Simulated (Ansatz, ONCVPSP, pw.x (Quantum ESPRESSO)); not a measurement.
**Ta (Z = 73): one change to the ONCV potential, in the atom and in the sc crystal**

tantalum, optimised norm-conserving Vanderbilt (ONCV), made with ONCVPSP 4.0.1.1 (patched build) (PBE, scalar-relativistic). Core [Kr] 4d10 4f14, reference 5s2 5p6 5d3 6s1 6p1. Waves: 5s+6s: rc 1.90 bohr, ncon 4, nbas 7, qcut 8.4 1/bohr, 3 projectors, debl 2.1 Ha; 5p+6p: rc 2.50 bohr, ncon 3, nbas 6, qcut 5.1 1/bohr, 2 projectors; 5d: rc 2.70 bohr, ncon 3, nbas 7, qcut 4.7 1/bohr, 1 projector. Local part: polynomial inside 1.25 bohr (lpopt 5, dvloc0 4 Ha). Core correction: Teter function, fcfact 5.75, rcfact 1.7.

Change: core correction Teter function, fcfact 5.75, rcfact 1.

Cutoffs, loose and tight: the cutoffs (Ha) at which the residual kinetic energy of the hardest occupied pseudo-wave falls to 1 and 0.1 mHa per electron. They do not see the model core or the augmentation charge, which bear on the density cutoff. Test errors are all-electron minus pseudo excitation energies from the reference, over the configurations 5s2 5p6 5d3 6s2 6p0; 5s2 5p6 5d3 6s1 6p0; 5s2 5p6 5d3 6s0 6p0; 5s2 5p6 5d1 6s0 6p0; variants that change the core or the reference have their own tests.

Crystal test: sc Ta in pw.x 7.5, no spin, 12³ k-points, Fermi–Dirac smearing 0.01 Ry, cutoffs set for each file from its atomic test. The reference is all-electron LAPW (Ansatz 0.2.0) with the same functional, mesh and smearing; V0 and B0 come from Birch–Murnaghan fits to the pressures at five volumes. Errors are pseudo minus all-electron; Δ is the rms difference of the E(V) curves that follow from these fits, minima aligned, over ±6 % about the mean V0. Mesh and smearing are coarse, so the numbers serve the comparison and aren't converged zero-temperature values; the lattice is a test structure that the element need not adopt.

All-electron: a0 = 2.742 Å (V0 = 20.63 Å³/atom), B0 = 143.1 GPa.

Question: Does the change bring the crystal closer to the all-electron result?

Answer: The mean pressure error goes from +0.21 to -0.93 GPa, so the change moves the solid further from the all-electron pressures. At 80 % of its cutoff the pressure of the base moves by -0.83 GPa.

| quantity | base | changed |
| --- | --- | --- |
| outcome (atom) | generated | generated |
| cutoff, loose (atom) | 21 Ha | 21 Ha |
| cutoff, tight (atom) | 25 Ha | 25 Ha |
| bound ghosts (atom) | none | none |
| largest test error (meV) (atom) | -35 over the solved tests; 1 of 4 tests not solved or not reliable | -3.4 over the solved tests; 1 of 4 tests not solved or not reliable |
| cutoffs in pw.x (Ry) | 60/240 | 60/240 |
| a0 (Å) | 2.744 | 2.737 |
| a0 error (%) | +0.07 | -0.20 |
| B0 error (%) | -3.0 | -3.0 |
| Δ (meV/atom) | 1.3 | 3.9 |
| mean pressure error (GPa) | +0.21 | -0.93 |

Base: The largest radius (2.70 bohr) exceeds half the bond length (2.58 bohr), so the spheres overlap, which is one possible source of error among others. The generator flags a localised state at positive energy (p at 24 eV). Atomic configuration tests: 1 of 4 tests not solved or not reliable. Changed file: The largest radius (2.70 bohr) exceeds half the bond length (2.58 bohr), so the spheres overlap, which is one possible source of error among others. The generator flags a localised state at positive energy (p at 24 eV). Atomic configuration tests: 1 of 4 tests not solved or not reliable.
